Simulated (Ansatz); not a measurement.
# MoS2: stress in a strained cell

MoS2 is deformed so: zz strain of -1 %. What stress and forces result, by LAPW, PAW and all-electron datasets made for the crystal?

Computed with Ansatz 0.2.0 (DFT PBEsol, scalar-relativistic, unless a step's input says otherwise).

## Step 1: The starting structure

It takes space group R3m (No. 160, trigonal). The conventional cell has a = 3.163 Å, b = 3.163 Å, c = 18.370 Å, α = 90.00°, β = 90.00°, γ = 120.00°. Mo (site symmetry 3m) has 6 S at 2.36 Å as nearest neighbours. S (site symmetry 3m) has 3 Mo at 2.36 Å as nearest neighbours.

As a file:

```
CELL_PARAMETERS angstrom
1.58150 0.91308 6.12333
-1.58150 0.91308 6.12333
0.00000 -1.82616 6.12333
ATOMIC_POSITIONS crystal
Mo 0.00000 0.00000 0.00000
S 0.74840 0.74840 0.74840
S 0.58490 0.58490 0.58490
```

Atoms are numbered in the order of the input: Mo1, S2, S3.

## Step 2: The deformed structure

Space group R3m before, R3m after.

## Step 3: All-electron LAPW

File input.yaml:

```yaml
crystal:
  lattice:
    - [1.5815003568, 0.9130796567, 6.0620967]
    - [-1.5815003568, 0.9130796567, 6.0620967]
    - [0.0, -1.8261593134, 6.0620967]
  atoms:
    - { symbol: Mo, position: [0.0, 0.0, 0.0] }
    - { symbol: S, position: [0.7484, 0.7484, 0.7484] }
    - { symbol: S, position: [0.5849, 0.5849, 0.5849] }
kpoints:
  mp_grid: { grid: [13, 13, 13] }
  band_path:
    path:
      - [0.0, 0.0, 0.0]
      - [0.5, 0.5, 0.5]
      - [0.8182088567, 0.1817911433, 0.5]
      - [0.5, -0.1817911433, 0.1817911433]
      - [0.5, 0.0, 0.0]
      - [0.0, 0.0, 0.0]
      - [0.3408955717, -0.3408955717, 0.0]
      - [0.6591044284, 0.0, 0.3408955716]
      - [0.5, 0.0, 0.5]
    npoints: 5
scf:
  occupations: { method: fermi_dirac, width: 0.05 }
hamiltonian:
  xc: pbesol
  pseudopotentials: { kind: all_electron, lapw: { basis_error: 0.0005 } }
output:
  forces: true
  stress: true
  eigenvalues: true
```

Launch:

```console
ansatz run input.yaml --threads 1 --pin off --max-ram 6144MiB --backend cpu --events-out ev --progress --plain --runs-dir out
```

Standard output, cut to the lines that bear on the results:

```text
LAPW: plane waves up to 8.834 Å⁻¹, error target 5.0e-4 eV per atom; small_component_spin mean_spin; S in spheres of 1.053 Å, 14 of its electrons in bands, Dirac shells []; Mo in spheres of 1.302 Å, 30 of its electrons in bands, Dirac shells []
[...]
Pseudopotentials: kind: all_electron
Pseudopotential: Mo, LAPW, valence charge 30, Koelling and Harmon's equation, gaussian nucleus
Pseudopotential: S, LAPW, valence charge 14, Koelling and Harmon's equation, gaussian nucleus
Functional definition: PBEsol
[...]
Crystal: 3 atoms, lattice volume = 52.523 Å³
Basis set: ecut = 297.30555210035317 eV, 611 PW (Γ), FFT grids on a1−a3, a2−a3, a3, exchange–correlation at level 2
Bands: 35, of which v1, the nominal top of the filled ones, is band 29 counted from 1 (28 counted from 0)
Symmetry: 6 space group operations
Space group: R3m (ITA 160), of the structure as read, at distance tolerance 3.7e-5 Å
k-points: 231 of 2197 (time reversal used)
[...]
SCF iter   1: F=—  HF=-131814.495943 eV  |F-HF|=—  |Δ(HF+E_count)|=         —  Δρ=6.48e-2  dr2=2.81e0  ethr=4.85e-3  ⟨swp⟩=2.0  Hψ=54124  notcnv=0
[...]
the basis was enlarged: its passes take 10.2 MiB over the memory plan, 1 of 1 planned eigensolver slots
[...]
SCF iter  11: F=-131813.171063 eV  HF=-131813.171063 eV  |F-HF|=6.23e-9  |Δ(HF+E_count)|=   1.74e-8  Δρ=5.64e-6  dr2=2.04e-8  ethr=3.72e-10  ⟨swp⟩=3.0  Hψ=23589  notcnv=0
[...]
NSCF: frozen V_eff on 41 k-points
SCF converged after 11 iterations
Free energy (F): -131813.171063 eV
[...]
E sigma→0 (E₀):  -131813.171050 eV
Entropy (-TS):   -0.000026 eV (-0.009 meV/atom)
Fermi energy:    12.985464 eV
[...]
--- Forces (eV/Å), atoms counted from 1 ---
  atom   1  Mo     0.00000000    -0.00000000    -0.00354597
  atom   2  S     -0.00000000     0.00000000     1.34324863
  atom   3  S      0.00000000    -0.00000000    -1.33969511
[...]
--- Stress (GPa, compression-positive) ---
        2.894773       0.000000      -0.000000
        0.000000       2.894773      -0.000000
       -0.000000      -0.000000      12.487908
  P = ⅓ Tr σ = 6.0925 GPa (60.925 kbar)
--- Band table (eV; the first three rows and the last of 231) ---
[...]
```

It took 4.9 min on 1 thread of Arm Neoverse V1, shared host; peak memory 0.97 GiB.

In short: pressure 6.09 GPa; gap 0.49 eV, indirect from T to S0–S2; largest force 1.343 eV/Å.

## Step 4: PAW on the default files

File input.yaml:

```yaml
crystal:
  lattice:
    - [1.5815003568, 0.9130796567, 6.0620967]
    - [-1.5815003568, 0.9130796567, 6.0620967]
    - [0.0, -1.8261593134, 6.0620967]
  atoms:
    - { symbol: Mo, position: [0.0, 0.0, 0.0] }
    - { symbol: S, position: [0.7484, 0.7484, 0.7484] }
    - { symbol: S, position: [0.5849, 0.5849, 0.5849] }
kpoints:
  mp_grid: { grid: [13, 13, 13] }
scf:
  occupations: { method: fermi_dirac, width: 0.05 }
hamiltonian:
  xc: pbesol
  pseudopotentials: { kind: paw }
output:
  forces: true
  stress: true
  eigenvalues: true
  efg: { contact_densities: true }
  write_density: true
  write_potential: true
  elf: true
  volumetric_format: npy
```

Launch:

```console
ansatz run input.yaml --threads 1 --pin off --max-ram 6144MiB --backend cpu --events-out ev --progress --plain --runs-dir out
```

Standard output:

```text
basis.fft_grid_basis auto: the FFT boxes are laid along the combinations [[1, -1, 0], [0, 1, 0], [0, -1, 1]] of the cell's own vectors, 3.163, 6.331 and 3.163 Å long. The dense box has 24×45×24 points. Along the cell's own vectors, as sized, it would have 45×45×45, 3.52 times as many. Of the 6 symmetry operations that the crystal satisfies within crystal.symmetry.tolerance (time reversal apart; of a slab, those that keep its plane) the dense box along the cell's own vectors carries 6, and the one as laid loses 4 of those. basis.fft_grid_basis: typed keeps the cell's own vectors: state it where this run's energies or levels are differenced outside the engine with another run's, or held beside a run that keeps those vectors. Those combinations have planes normal to reciprocal vector 3, as the cell's own vectors have. Each planar average written beside output.write_density, output.write_potential has a row for each plane of the box: 24. The volumetric files lie along those combinations, not along the cell's own vectors: a cube or XSF file states them, and fields.json those of NumPy files.
Mo: output.efg is read without spin–orbit coupling, which moves field gradients at and beside such atoms by some per cent and up to a factor of two; PAW files take it under magnetization.noncollinear and magnetization.spin_orbit
Engine: ansatz 0.2.0
Pseudopotentials: kind: paw
Pseudopotential: Mo, paw, valence charge 14, recommended cutoff 420 eV (normal)
Pseudopotential: S, paw, valence charge 6, recommended cutoff 420 eV (normal)
[... 1 set-up line as earlier in the session ...]
  exchange = pbesol_x
  correlation = pbesol_c
Crystal: 3 atoms, lattice volume = 52.523 Å³
Basis set: ecut = 420 eV, 999 PW (Γ), FFT grids on a1−a2, a2, −a2+a3, exchange–correlation on 48×90×48 points (8 copies of the dense FFT grid, shifted against one another)
Bands: 17, of which v1, the nominal top of the filled ones, is band 13 counted from 1 (12 counted from 0)
[... 2 set-up lines as earlier in the session ...]
k-points: 231 of 2197 (time reversal used)
Non-local potential: Mo, projectors of the file, l = 0: 3, l = 1: 2, l = 2: 2, l = 3: 1
Non-local potential: S, projectors of the file, l = 0: 2, l = 1: 2, l = 2: 2
PAW form: soft (Blöchl's): semilocal exchange-correlation on the pseudo side does not see the compensation charge
PAW frozen core: Mo, regenerated for the run's functional, and the local potential with it (the file was generated under x = pbe(κ = 0.804, μ = 0.2195149727645171), c = pbe(β = 0.06672455060314922))
PAW frozen core: S, regenerated for the run's functional, and the local potential with it (the file was generated under x = pbe(κ = 0.804, μ = 0.2195149727645171), c = pbe(β = 0.06672455060314922))
PAW one-centre angular grid: Mo, 590 points (default); XC on 64 Gauss nodes
PAW one-centre angular grid: S, 110 points (default); XC on 64 Gauss nodes
Initial density: superposition of atomic densities (neutral atoms: chi_scale 0, normalization atom), corrected by the library's trained network
Initial wavefunctions: pseudopotential atomic-orbital guess
Functional: x = pbesol(κ = 0.804, μ = 0.12345679012345678), c = pbesol(β = 0.046)
SCF iter   1: F=—  HF=-6670.076463 eV  |F-HF|=—  |Δ(HF+E_count)|=         —  Δρ=6.82e-3  dr2=1.57e-2  ethr=1.77e-3  ⟨swp⟩=5.9  Hψ=21926  notcnv=0
preconditioner: auto → none  [insulator: Δε(μ)=0.567 eV  Ē_g=8.426 eV  σ=0.050 eV  W_gap=0.98  n_scr=16 (ndim 8)  ℏωp=21.7 eV  f_vac=0.019  D(μ)=0.00/eV (n_scr^D=0)  ε∞_Penn≈7.7]
SCF iter   2: F=—  HF=-6670.080179 eV  |F-HF|=—  |Δ(HF+E_count)|=   3.72e-3  Δρ=4.80e-3  dr2=2.13e-2  ethr=6.04e-5  ⟨swp⟩=2.1  Hψ=8463  notcnv=0
SCF iter   3: F=—  HF=-6670.079426 eV  |F-HF|=—  |Δ(HF+E_count)|=   7.53e-4  Δρ=3.38e-3  dr2=1.16e-2  ethr=6.04e-5  ⟨swp⟩=2.0  Hψ=6382  notcnv=0
SCF iter   4: F=—  HF=-6670.078575 eV  |F-HF|=—  |Δ(HF+E_count)|=   8.52e-4  Δρ=1.60e-3  dr2=1.72e-3  ethr=4.46e-5  ⟨swp⟩=1.0  Hψ=3927  notcnv=0
SCF iter   5: F=—  HF=-6670.078571 eV  |F-HF|=—  |Δ(HF+E_count)|=   3.30e-6  Δρ=4.37e-4  dr2=1.11e-4  ethr=6.60e-6  ⟨swp⟩=1.6  Hψ=4209  notcnv=0
SCF iter   6: F=—  HF=-6670.078587 eV  |F-HF|=—  |Δ(HF+E_count)|=   1.60e-5  Δρ=1.21e-4  dr2=1.60e-5  ethr=4.27e-7  ⟨swp⟩=2.0  Hψ=5334  notcnv=0
SCF iter   7: F=—  HF=-6670.078602 eV  |F-HF|=—  |Δ(HF+E_count)|=   1.52e-5  Δρ=3.06e-5  dr2=2.95e-7  ethr=6.14e-8  ⟨swp⟩=2.3  Hψ=5579  notcnv=0
SCF iter   8: F=-6670.078603 eV  HF=-6670.078603 eV  |F-HF|=2.57e-9  |Δ(HF+E_count)|=   1.86e-7  Δρ=5.35e-6  dr2=2.05e-8  ethr=3.85e-10  ⟨swp⟩=10.1  Hψ=30212  notcnv=0
SCF 1 converged in 8 iterations: F = -6670.078603 eV  dr2 = 2.05e-8
SCF converged after 8 iterations
Free energy (F): -6670.078603 eV
Harris-Foulkes:  -6670.078603 eV  (|F-HF|=2.57e-9)
Internal energy: -6670.078576 eV  (E = F + TS)
E sigma→0 (E₀):  -6670.078589 eV
Entropy (-TS):   -0.000027 eV (-0.009 meV/atom)
Fermi energy:    11.639369 eV
--- Per-component energies (eV) ---
  E_band       = -153.083132
  E_kinetic    = 660.070514
  E_local      = -2009.333744  (includes V_loc(G=0)·N_el)
  E_nonlocal   = 201.780174
  E_hartree    = 777.881586
  E_xc         = -376.964902
  E_vxc        = -406.267723  (∫ρ·V_xc dr)
  E_paw        = -4312.206408  (= ΣΔE_a)
  E_vpaw       = -155.090524  (= ΣTr[D̂ρ^β])
  E_aug_tail   = 0.000029  (compensation charges beyond the density's cutoff)
  E_ewald      = -1611.639023
  E_core_change = 0.333198  (= ΣΔE_core)
  E_smearing   = -0.000027  (= −TS)
  E_closure    = 0.000000  (closes the sum)
  Σ components = -6670.078603   (vs F -6670.078603, Δ=0.00e0)
--- Forces (eV/Å), atoms counted from 1 ---
  atom   1  Mo     0.00000000    -0.00000000    -0.00344640
  atom   2  S     -0.00000000    -0.00000000     1.34285170
  atom   3  S      0.00000000     0.00000000    -1.33938115
  max |Σ_I F_I| component: 2.41e-5 eV/Å
--- Stress (GPa, compression-positive) ---
        2.874224       0.000000      -0.000000
        0.000000       2.874224      -0.000000
       -0.000000      -0.000000      12.477886
  P = ⅓ Tr σ = 6.0754 GPa (60.754 kbar)
--- PAW observables at the nuclei: V_zz in 10²¹ V/m², potentials from the cell's mean, atoms counted from 1 ---
  atom   1  Mo V_zz =    -9.491726   η = 0.0000   by run symmetry: allowed
            electrostatic potential = -6351.593993 V   contact ρ = 594307.294755 e/Å³
  atom   2  S  V_zz =    -6.609049   η = 0.0000   by run symmetry: allowed
            electrostatic potential = -1636.897003 V   contact ρ = 19703.612147 e/Å³
  atom   3  S  V_zz =    -6.455549   η = 0.0000   by run symmetry: allowed
            electrostatic potential = -1636.891463 V   contact ρ = 19703.653053 e/Å³
--- Band table (eV; the first three rows and the last of 231) ---
  k-point 0: bands = ["-50.2758", "-24.4901", "-24.2689", "-24.2689", "-4.1057", "-2.1591", "3.9856", "7.3573", "7.3573", "8.5984", "8.5984", "10.1174", "10.1809", "13.2257", "13.2257", "13.8137", "13.8137"]
  k-point 1: bands = ["-50.2733", "-24.4850", "-24.2941", "-24.2745", "-4.0109", "-2.1368", "4.0904", "7.1702", "7.4578", "8.3055", "8.4519", "10.0869", "10.3133", "13.1570", "13.3958", "13.4978", "13.7061"]
  k-point 2: bands = ["-50.2665", "-24.4711", "-24.3632", "-24.2901", "-3.7392", "-2.0726", "4.3643", "6.7338", "7.6990", "7.7443", "8.0962", "9.9985", "10.2625", "12.9067", "13.2524", "13.4266", "13.8167"]
  k-point 230: bands = ["-50.2733", "-24.4851", "-24.2941", "-24.2746", "-3.7888", "-2.5376", "5.0547", "7.1566", "7.4433", "7.5156", "8.4793", "8.8413", "11.2235", "13.1847", "13.4759", "13.5862", "13.6115"]
```

It took 35 s on 1 thread of Arm Neoverse V1, shared host; peak memory 0.52 GiB.

This run gives: pressure 6.08 GPa; gap on the k mesh 0.59 eV (an odd mesh misses the zone boundary); largest force 1.343 eV/Å; Vzz Mo1 -9.49 (η = 0.00), S2 -6.61 (η = 0.00), S3 -6.46 (η = 0.00) (10²¹ V/m²).

The fields are shown in the conventional cell of this run's space group, carried over from its grid by interpolation.

Density in a lattice plane of the grid's cell (edges 3.16 and 18.19 Å, at 0.000 of the third edge), which holds Mo and S.

Values in e/Å³, 12 rows by 6 columns:
```
0.17 0.23 0.43 0.59 0.43 0.23
0.08 0.06 0.04 0.04 0.04 0.06
0.00 1.04 0.45 0.16 0.45 1.04
0.29 0.30 0.50 0.91 0.51 0.30
0.09 1.05 0.45 0.16 0.45 1.05
0.08 0.06 0.04 0.04 0.04 0.06
0.08 0.15 0.43 0.69 0.43 0.15
0.16 0.22 0.51 0.92 0.50 0.22
0.08 0.15 0.44 0.70 0.44 0.15
0.01 0.02 0.04 0.06 0.04 0.02
0.17 0.23 0.43 0.59 0.43 0.23
6.30 4.65 0.55 0.25 0.55 4.66
```
Columns run along the first of these edges and rows up along the second, over one cell in 6 and 12 even steps from the bottom left corner. Atoms in the plane (fractional): Mo at (0.00, 0.00), S at (0.00, 0.75), S at (0.00, 0.58).

ELF in the same plane.

Ten even steps from '0' (0.01) to '9' (0.94):
```
425752
127872
001310
994049
067176
662126
432323
077177
996069
310001
016861
027872
322222
222322
027872
004640
001110
127872
425752
272227
```
Columns run along the first of these edges and rows up along the second, over one cell in 6 and 20 even steps from the bottom left corner. Atoms in the plane (fractional): Mo at (0.00, 0.00), S at (0.00, 0.75), S at (0.00, 0.58).

Both are smooth fields of the valence electrons: close to the nuclei they are not physical.

Maxima of ELF outside the ion cores: 0.95 beside S, off the lines to its neighbours, 0.8 Å from S; 0.86 on the S–Mo line, 0.8 Å from S; 0.86 in the shell around S, 0.7 Å from S.

## Step 5: Datasets made for this crystal

input.yaml: that of step 4 with these lines changed.

```diff
@@ -15,3 +15,3 @@
   xc: pbesol
-  pseudopotentials: { kind: paw }
+  pseudopotentials: { kind: all_electron, datasets: crystal }
 output:
@@ -21,5 +21 @@
   efg: { contact_densities: true }
-  write_density: true
-  write_potential: true
-  elf: true
-  volumetric_format: npy
```

Launch:

```console
ansatz run input.yaml --threads 1 --pin off --max-ram 6144MiB --backend cpu --events-out ev --progress --plain --runs-dir out
```

Standard output, cut to the lines that bear on the results:

```text
[...]
band count auto-derived: 19 (N_el = 26.0; filled up to band 13; 17 by the electrons, moments and atoms)
Mo: output.efg is read without spin–orbit coupling, which moves field gradients at and beside such atoms by some per cent and up to a factor of two; PAW files take it under magnetization.noncollinear and magnetization.spin_orbit
[...]
[... 1 set-up line as earlier in the session ...]
Pseudopotential: Mo, paw, valence charge 14, recommended cutoff 300 eV (normal), Koelling and Harmon's equation, gaussian nucleus
Pseudopotential: S, paw, valence charge 6, recommended cutoff 300 eV (normal), Koelling and Harmon's equation, gaussian nucleus
[... 1 set-up line as earlier in the session ...]
[...]
Crystal: 3 atoms, lattice volume = 52.523 Å³
Basis set: ecut = 300 eV, 611 PW (Γ), FFT grids on a1−a3, a2−a3, a3, exchange–correlation on 36×36×72 points (8 copies of the dense FFT grid, shifted against one another)
[...]
--- Stress (GPa, compression-positive) ---
        2.892626       0.000000      -0.000000
        0.000000       2.892626      -0.000000
       -0.000000      -0.000000      12.486315
  P = ⅓ Tr σ = 6.0905 GPa (60.905 kbar)
--- PAW observables at the nuclei: V_zz in 10²¹ V/m², potentials from the cell's mean, atoms counted from 1 ---
  atom   1  Mo V_zz =    -9.536367   η = 0.0000   by run symmetry: allowed
            electrostatic potential = -6349.806934 V   contact ρ = 594355.773381 e/Å³
  atom   2  S  V_zz =    -6.594930   η = -0.0000   by run symmetry: allowed
            electrostatic potential = -1635.410778 V   contact ρ = 19721.531293 e/Å³
  atom   3  S  V_zz =    -6.441199   η = 0.0000   by run symmetry: allowed
            electrostatic potential = -1635.405593 V   contact ρ = 19721.572554 e/Å³
--- Band table (eV; the first three rows and the last of 231) ---
  k-point 0: bands = ["-48.9266", "-23.1379", "-22.9167", "-22.9167", "-2.7561", "-0.8112", "5.3301", "8.7061", "8.7061", "9.9455", "9.9455", "11.4623", "11.5273", "14.5719", "14.5719", "15.1609", "15.1609"]
[...]
```

It took 1.7 min on 1 thread of Arm Neoverse V1, shared host; peak memory 1.3 GiB.

This run gives: pressure 6.09 GPa; gap on the k mesh 0.59 eV (an odd mesh misses the zone boundary); largest force 1.343 eV/Å; Vzz Mo1 -9.54 (η = 0.00), S2 -6.59 (η = 0.00), S3 -6.44 (η = 0.00) (10²¹ V/m²).

## Step 6: Side by side

Stress (GPa, compression positive):

```tsv
method	xx	yy	zz	yz	xz	xy
LAPW	2.89	2.89	12.49	0.00	0.00	0.00
PAW	2.87	2.87	12.48	0.00	0.00	0.00
crystal datasets	2.89	2.89	12.49	0.00	0.00	0.00
```

Forces (eV/Å):

```tsv
atom	LAPW x	LAPW y	LAPW z	PAW x	PAW y	PAW z	crystal datasets x	crystal datasets y	crystal datasets z
Mo1	0.000	0.000	-0.004	0.000	0.000	-0.003	0.000	0.000	-0.004
S2	0.000	0.000	1.343	0.000	0.000	1.343	0.000	0.000	1.343
S3	0.000	0.000	-1.340	0.000	0.000	-1.339	0.000	0.000	-1.340
```

```
          method  pressure (GPa)  gap on the k mesh (eV)  largest force (eV/Å)  Vzz Mo1 (10²¹ V/m²)  Vzz S2 (10²¹ V/m²)  Vzz S3 (10²¹ V/m²)  SCF cycles, all passes
            LAPW            6.09                    0.59                 1.343                    –                   –                   –                      11
             PAW            6.08                    0.59                 1.343                -9.49               -6.61               -6.46                       8
crystal datasets            6.09                    0.59                 1.343                -9.54               -6.59               -6.44                      11
```

## Step 7: What came out

| quantity | value |
| --- | --- |
| pressure | LAPW 6.09, PAW 6.08, crystal datasets 6.09 GPa |
| largest shear or deviatoric stress (LAPW) | 6.40 GPa |

The largest part of the stress beyond the pressure is 6.40 GPa in size, in the zz component; the atoms are carried along and not relaxed. No run of the undeformed cell stands beside it, so the pressure holds what the given cell had before the change. PAW: stress within 0.02 GPa of LAPW, forces within 1 meV/Å. Crystal datasets: stress within 0.01 GPa of LAPW, forces within 1 meV/Å.
